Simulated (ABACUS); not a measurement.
# PbSe (Clausthalite) (Fm-3m) in ABACUS: further runs

One crystal, PbSe (Clausthalite), is run at these levels: PBE; tasks: single point.

Everything below comes from runs of ABACUS 3.10.1. Logs are shortened: lines on timing, memory, paths and dates and some standing lists are left out, and cuts for length are marked.

**Measured values to compare with.**

A printed reference work, monograph reports, for a bulk crystal of PbSe at 4.2 K: band gap 0.15 eV (direct).

The results are compared with them further down.

## 1. The structure

The structure is cubic, space group Fm-3m (No. 225). The conventional cell has a = 6.121 Å, b = 6.121 Å, c = 6.121 Å, α = 90.00°, β = 90.00°, γ = 90.00°. Around Pb (site symmetry m-3m) lie 6 Se at 3.06 Å. Se (site symmetry m-3m) is surrounded by 6 Pb at 3.06 Å.

## 2. Single point, PBE

File INPUT:

```
INPUT_PARAMETERS
suffix              PbSe
calculation         scf
basis_type          lcao
pseudo_dir          ./
orbital_dir         ./
symmetry            1
dft_functional      pbe
ecutwfc             100
pseudo_rcut         10
nspin               1
nbands              19
ks_solver           genelpa
smearing_method     fd
smearing_sigma      0.00367493
scf_thr             1e-07
scf_nmax            100
mixing_type         broyden
mixing_beta         0.7
cal_force           1
cal_stress          1
out_mul             1
out_chg             1
out_pot             2
out_elf             1
```

File STRU:

```
ATOMIC_SPECIES
Pb 207.2000 Pb.upf
Se 78.9710 Se.upf

NUMERICAL_ORBITAL
Pb_confined-atom_8au_2s2p2d.orb
Se_confined-atom_7au_2s2p2d.orb

LATTICE_CONSTANT
1.8897261246

LATTICE_VECTORS
0.0000000000 3.0606500000 3.0606500000
3.0606500000 0.0000000000 3.0606500000
3.0606500000 3.0606500000 0.0000000000

ATOMIC_POSITIONS
Direct

Pb
0.0
1
0.0000000000 0.0000000000 0.0000000000 1 1 1

Se
0.0
1
0.5000000000 0.5000000000 0.5000000000 1 1 1
```

File KPT:

```
K_POINTS
0
Gamma
8 8 8 0 0 0
```

Potentials or basis: PseudoDojo NC SR 0.4.1 PBE standard, DZP LCAO (the cutoffs set its grid).

Started as:

```sh
$ OMP_NUM_THREADS=1 mpirun -np 4 abacus > log
```

running log:

```text
ABACUS v3.10.1

               Atomic-orbital Based Ab-initio Computation at UStc

 ------------------------------------------------------------------------------------

 READING GENERAL INFORMATION
                           global_out_dir = OUT.PbSe/
                           global_in_card = INPUT
                               pseudo_dir = ./
                              orbital_dir = ./
                                    DSIZE = 4
                                    GSIZE = 1

 READING UNITCELL INFORMATION
                                    ntype = 2
                  lattice constant (Bohr) = 1.88973
              lattice constant (Angstrom) = 1

 READING ATOM TYPE 1
                               atom label = Pb
                      L=0, number of zeta = 2
                      L=1, number of zeta = 2
                      L=2, number of zeta = 2
             number of atom for this type = 1

 READING ATOM TYPE 2
                               atom label = Se
                      L=0, number of zeta = 2
                      L=1, number of zeta = 2
                      L=2, number of zeta = 2
             number of atom for this type = 1

                        TOTAL ATOM NUMBER = 2
DIRECT COORDINATES
    atom                   x                   y                   z     mag                  vx                  vy                  vz
taud_Pb1            0.0000000000        0.0000000000        0.0000000000  0.0000        0.0000000000        0.0000000000        0.0000000000
taud_Se1            0.5000000000        0.5000000000        0.5000000000  0.0000        0.0000000000        0.0000000000        0.0000000000

                          Volume (Bohr^3) = 386.961
                             Volume (A^3) = 57.3417

 Lattice vectors: (Cartesian coordinate: in unit of a_0)
                   +0            +3.06065            +3.06065
             +3.06065                  +0            +3.06065
             +3.06065            +3.06065                  +0
 Reciprocal vectors: (Cartesian coordinate: in unit of 2 pi/a_0)
            -0.163364           +0.163364           +0.163364
            +0.163364           -0.163364           +0.163364
            +0.163364           +0.163364           -0.163364
 The esolver type has been set to : ksdft_lcao

                PAO radial cut off (Bohr) = 10

 Read in pseudopotential file is Pb.upf
                     pseudopotential type = NC
          exchange-correlation functional = PBE
                 nonlocal core correction = 1
                        valence electrons = 14
                                     lmax = 2
                           number of zeta = 3
                     number of projectors = 6
                           L of projector = 0
[... 5 lines left out ...]
                PAO radial cut off (Bohr) = 10

 Read in pseudopotential file is Se.upf
                     pseudopotential type = NC
          exchange-correlation functional = PBE
                 nonlocal core correction = 1
                        valence electrons = 16
                                     lmax = 2
                           number of zeta = 3
                     number of projectors = 6
                           L of projector = 0
                           L of projector = 0
                           L of projector = 1
                           L of projector = 1
                           L of projector = 2
                           L of projector = 2
     initial pseudo atomic orbital number = 18

 SETUP THE ELECTRONS NUMBER
            electron number of element Pb = 14
      total electron number of element Pb = 14
            electron number of element Se = 16
      total electron number of element Se = 16
            AUTOSET number of electrons:  = 30
                           occupied bands = 15
                                   NLOCAL = 36
                                   NBANDS = 19
                                   NBANDS = 19
                                   NLOCAL = 36

%%%%%%%%%%%%%%%%%%%%%%%%%%%%%%%%%%%%%%%%%%%%%%%%%%%%%%%%%%%%%%%%%%%%%%%%%%%%%%%%%%%%%%%%%%%%%%%%%%%%%%%%%%
 Warning: the number of valence electrons in pseudopotential > 4 for Pb: [Xe] 4f14 5d10 6s2 6p2
 Warning: the number of valence electrons in pseudopotential > 6 for Se: [Ar] 3d10 4s2 4p4
 Pseudopotentials with additional electrons can yield (more) accurate outcomes, but may be less efficient.
 If you're confident that your chosen pseudopotential is appropriate, you can safely ignore this warning.
%%%%%%%%%%%%%%%%%%%%%%%%%%%%%%%%%%%%%%%%%%%%%%%%%%%%%%%%%%%%%%%%%%%%%%%%%%%%%%%%%%%%%%%%%%%%%%%%%%%%%%%%%%

 SETUP THE PLANE WAVE BASIS
 energy cutoff for charge/potential (unit:Ry) = 400
            fft grid for charge/potential = [ 54, 54, 54 ]
[... 64 lines left out ...]
                     BRAVAIS LATTICE NAME = 02. Cubic I (body-centered)
                                    ibrav = 2
                       right hand lattice = 1
(for k-lattice: )
                             BRAVAIS TYPE = 2
                     BRAVAIS LATTICE NAME = 02. Cubic I (body-centered)
                                    ibrav = 2
                       right hand lattice = 1
                        ROTATION MATRICES = 48
                               nkstot_ibz = 29
K-POINTS REDUCTION ACCORDING TO SYMMETRY
     IBZ    DIRECT_X    DIRECT_Y    DIRECT_Z  WEIGHT  ibz2bz
       1  0.00000000  0.00000000  0.00000000  0.0020       0
       2  0.12500000  0.12500000  0.12500000  0.0156       1
       3  0.25000000  0.25000000  0.25000000  0.0156       2
       4  0.37500000  0.37500000  0.37500000  0.0156       3
       5  0.50000000  0.50000000  0.50000000  0.0078       4
       6  0.12500000  0.12500000  0.00000000  0.0117       9
[... 21 lines left out ...]
      28 -0.12500000  0.50000000  0.37500000  0.0234     101
      29  0.50000000  0.25000000 -0.25000000  0.0117     166

                               nkstot now = 29
[... K-POINTS DIRECT COORDINATES: 29 rows ...]

           k-point number in this process = 29
       minimum distributed K point number = 29
[... stars of the k points ...]

[... K-POINTS CARTESIAN COORDINATES: 29 rows ...]

[... K-POINTS DIRECT COORDINATES: 29 rows ...]

 SETUP PLANE WAVES FOR WAVE FUNCTIONS
     energy cutoff for wavefunc (unit:Ry) = 100
              fft grid for wave functions = [ 54, 54, 54 ]
                    number of plane waves = 7991
                         number of sticks = 517

 PARALLEL PW FOR WAVE FUNCTIONS
     PROC   COLUMNS(POT)             PW
        1            129           1998
        2            129           1998
        3            130           1999
        4            129           1996
 --------------- sum -------------------
        4            517           7991

 SET NONLOCAL PSEUDOPOTENTIAL PROJECTORS
 SET NONLOCAL PSEUDOPOTENTIAL PROJECTORS
 max number of nonlocal projetors among all species is 6

 -------------------------------------------
 SELF-CONSISTENT
 -------------------------------------------

 SETUP SEARCHING RADIUS FOR PROGRAM TO SEARCH ADJACENT ATOMS
                  longest orb rcut (Bohr) = 8
   longest nonlocal projector rcut (Bohr) = 2.46
                     search radius (Bohr) = 20.9
              searching radius is (Bohr)) = 20.9
         searching radius unit is (Bohr)) = 1.89
                         PeriodicBoundary = 1
                        Radius(unit:lat0) = 11.1
                                   glayer = [ 5, 5, 5 ]
                             glayer_minus = [ 4, 4, 4 ]

Find the coordinate range of the input atom(unit:lat0).
                                  min_tau = [ -24.5, -24.5, -24.5 ]
                                  max_tau = [ 27.5, 27.5, 27.5 ]
                                BoxNumber = [ 9, 9, 9 ]

 SETUP EXTENDED REAL SPACE GRID FOR GRID INTEGRATION
                          real space grid = [ 54, 54, 54 ]
                 big cell numbers in grid = [ 27, 27, 27 ]
             meshcell numbers in big cell = [ 2, 2, 2 ]
                        extended fft grid = [ 33, 33, 33 ]
                dimension of extened grid = [ 94, 94, 94 ]
                            UnitCellTotal = 125
              Atom number in sub-FFT-grid = 2
    Local orbitals number in sub-FFT-grid = 36
                                ParaV.nnr = 15066
                                 init_chg = atomic

 LCAO ALGORITHM --------------- ION=   1  ELEC=   1--------------------------------

 Density error is 0.0403779749466
----------------------------------------------------------
     Energy           Rydberg                 eV
----------------------------------------------------------
 E_KohnSham     -383.2833355895      -5214.8373124636
 E_Harris       -381.1980893618      -5186.4660820340
 E_Fermi        0.7026446163         9.5599704506
----------------------------------------------------------
[... 80 lines left out ...]
 Density error is 2.26131565332e-08
----------------------------------------------------------
     Energy           Rydberg                 eV
----------------------------------------------------------
 E_KohnSham     -383.3061273799      -5215.1474106804
 E_KS(sigma->0) -383.3061251585      -5215.1473804570
 E_Harris       -383.3061283671      -5215.1474241115
 E_band         -30.1722162432       -410.5140621953
 E_one_elec     -173.6106801055      -2362.0944830907
 E_Hartree      100.0947222196       1361.8585619134
 E_xc           -88.4337643724       -1203.2030910536
 E_Ewald        -221.3564006788      -3011.7083380027
 E_entropy(-TS) -0.0000044428        -0.0000604468
 E_descf        0.0000000000         0.0000000000
 E_exx          0.0000000000         0.0000000000
 E_Fermi        0.7186742072         9.7780642230
----------------------------------------------------------

 charge density convergence is achieved
 final etot is -5215.1474107 eV
 EFERMI = 9.778064223 eV
The vacuum level is 8.0370772886 eV

 STATE ENERGY(eV) AND OCCUPATIONS    NSPIN == 1
 1/29 kpoint (Cartesian) = 0.0000 0.0000 0.0000 (1603 pws)
       1       -37.6977     0.00390625
       2       -37.6977     0.00390625
       3       -37.6923     0.00390625
       4       -37.6923     0.00390625
       5       -37.6923     0.00390625
       6       -7.34293     0.00390625
[... 104 lines left out ...]
       6       -7.35260      0.0234375
[... 11 lines left out ...]
      18        14.1731    1.56852e-40
      19        15.6809    1.25354e-53

[... levels at 23 further k points ...]

 correction force for each atom along direction 1 is -7.61334e-14
 correction force for each atom along direction 2 is 7.27518e-14
 correction force for each atom along direction 3 is -9.36850e-14
------------------------------------------------------------------------------------------
 TOTAL-FORCE (eV/Angstrom)
------------------------------------------------------------------------------------------
                       Pb1         0.0000000000         0.0000000000         0.0000000000
                       Se1         0.0000000000         0.0000000000         0.0000000000
------------------------------------------------------------------------------------------

----------------------------------------------------------------
 TOTAL-STRESS (KBAR)
----------------------------------------------------------------
        33.6894071754        -0.0000000000         0.0000000000
        -0.0000000000        33.6894071754         0.0000000000
         0.0000000000        -0.0000000000        33.6894071754
----------------------------------------------------------------
 TOTAL-PRESSURE: 33.689407 KBAR

 --------------------------------------------
 !FINAL_ETOT_IS -5215.1474106804407711 eV
 --------------------------------------------
```

It took 4.5 s on 4 MPI ranks of AMD EPYC 9B14 (Zen 4), shared host; peak memory 0.44 GiB.

Results:

* Free energy: -5215.1474 eV
* Pressure: 3.4 GPa
* Band gap on the k mesh: 0.50 eV, direct
* Mulliken charges: Pb +0.42; Se -0.42 e

Caveat: the atomic orbitals were generated for these runs and aren't a published set; Mulliken charges move with the basis; spin-orbit coupling is left out, which as a rule narrows the gap of such compounds by several tenths of an eV; the basis of atomic orbitals isn't converged, which shifts pressures, moduli and gaps.

## 3. Single point, PBE (atoms moved at random, drawn with an rms of 0.05 Å)

Changes to INPUT since step 2:

```diff
@@ -22,4 +22 @@
 out_mul             1
-out_chg             1
-out_pot             2
-out_elf             1
```

Changes to STRU since step 2:

```diff
@@ -22,3 +22,3 @@
 1
-0.0000000000 0.0000000000 0.0000000000 1 1 1
+-0.0022480000 -0.0031650000 -0.0006020000 1 1 1
 
@@ -27,2 +27,2 @@
 1
-0.5000000000 0.5000000000 0.5000000000 1 1 1
+0.5030880000 0.4999950000 0.4926990000 1 1 1
```

KPT is that of step 2.

Potentials or basis: PseudoDojo NC SR 0.4.1 PBE standard, DZP LCAO (the cutoffs set its grid).

Started as:

```sh
$ OMP_NUM_THREADS=1 mpirun -np 4 abacus > log
```

running log:

```text
ABACUS v3.10.1

               Atomic-orbital Based Ab-initio Computation at UStc

 ------------------------------------------------------------------------------------

 READING GENERAL INFORMATION
                           global_out_dir = OUT.PbSe/
                           global_in_card = INPUT
                               pseudo_dir = ./
                              orbital_dir = ./
                                    DSIZE = 4
                                    GSIZE = 1

 READING UNITCELL INFORMATION
                                    ntype = 2
                  lattice constant (Bohr) = 1.88973
              lattice constant (Angstrom) = 1

 READING ATOM TYPE 1
                               atom label = Pb
[... 375 lines left out ...]
       5       -37.6928     0.00390625
       6       -7.34251     0.00390625
[... 104 lines left out ...]
       6       -7.34589     0.00781250
[... 11 lines left out ...]
      18        13.5989    5.09436e-36
      19        16.4981    3.34707e-61

[... levels at 254 further k points ...]

 correction force for each atom along direction 1 is 7.93173e-07
 correction force for each atom along direction 2 is -4.03364e-07
 correction force for each atom along direction 3 is 1.50006e-06
------------------------------------------------------------------------------------------
 TOTAL-FORCE (eV/Angstrom)
------------------------------------------------------------------------------------------
                       Pb1        -0.0121871242        -0.0046695256         0.0292518996
                       Se1         0.0121871242         0.0046695256        -0.0292518996
------------------------------------------------------------------------------------------

----------------------------------------------------------------
 TOTAL-STRESS (KBAR)
----------------------------------------------------------------
        33.7383906201         0.0023460508        -0.0146632916
         0.0023460508        33.6859941802        -0.0067588953
        -0.0146632916        -0.0067588953        33.9955196234
----------------------------------------------------------------
 TOTAL-PRESSURE: 33.806635 KBAR

 --------------------------------------------
 !FINAL_ETOT_IS -5215.1468781706144000 eV
 --------------------------------------------
```

Run time: 6.5 s. Hardware: 4 MPI ranks of AMD EPYC 9B14 (Zen 4), shared host; peak memory 0.56 GiB.

Results:

| Item | Value |
| --- | --- |
| Free energy | -5215.1469 eV |
| Pressure | 3.4 GPa |
| Largest force | 0.032 eV/Å |
| Band gap on the k mesh | 0.51 eV, direct |
| Mulliken charges | Pb +0.42; Se -0.42 e |

Forces in eV/Å, atoms in the order of the input:
```
Pb  -0.012 -0.005  0.029
Se   0.012  0.005 -0.029
```

Caveat: the atomic orbitals were generated for these runs and aren't a published set; Mulliken charges move with the basis; spin-orbit coupling is left out, which as a rule narrows the gap of such compounds by several tenths of an eV; the basis of atomic orbitals isn't converged, which shifts pressures, moduli and gaps. A k mesh can miss the band edges.

## 4. Against experiment

Step 2. Against the measured gap of PbSe, 0.15 eV (direct; 4.2 K; a printed reference work, monograph), the calculated 0.50 eV is off by +0.35 eV. 2 values of this kind are on record (0.15 to 0.28 eV); this one was drawn at random. Spin-orbit coupling on Pb, Se is left out. The value is that of PBE in an atomic basis (PseudoDojo NC SR 0.4.1 PBE standard, DZP LCAO (the cutoffs set its grid)), whose error adds to the functional's, on a finite k mesh, which can miss the band edges, without temperature or zero-point motion.
